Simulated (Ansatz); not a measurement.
The system is Sn.

```
CELL_PARAMETERS angstrom
-2.94014 2.94014 1.59930
2.94014 -2.94014 1.59930
2.94014 2.94014 -1.59930
ATOMIC_POSITIONS crystal
Sn 0.00000 0.00000 0.00000
Sn 0.75000 0.25000 0.50000
```

Base run:

```yaml
Program: Ansatz 0.2.0
Functional: LDA
Potentials_or_basis: Ansatz PAW
Cutoff: "420 eV (not typed: the program's choice for these potentials)"
k_mesh: 7 × 7 × 7
Occupations: fermi-dirac, width 0.05 eV
Spin: spin-orbit coupling, no magnetisation
```

Its results: band gap on the k mesh none (metal or under the smearing width); pressure -3.0 GPa.

**Question.** The run is repeated on the same cell with these changes: functional from LDA to PBEsol. What comes out?

**Answer.** Band gap on the k mesh none (metal or under the smearing width); pressure -1.6 GPa.

PBEsol binds less tightly than LDA, so the same cell stands under more pressure.

Caveats: the PAW data sets come from PBE, with cores solved anew for the run's functional, which leaves a small shift of forces and pressure.
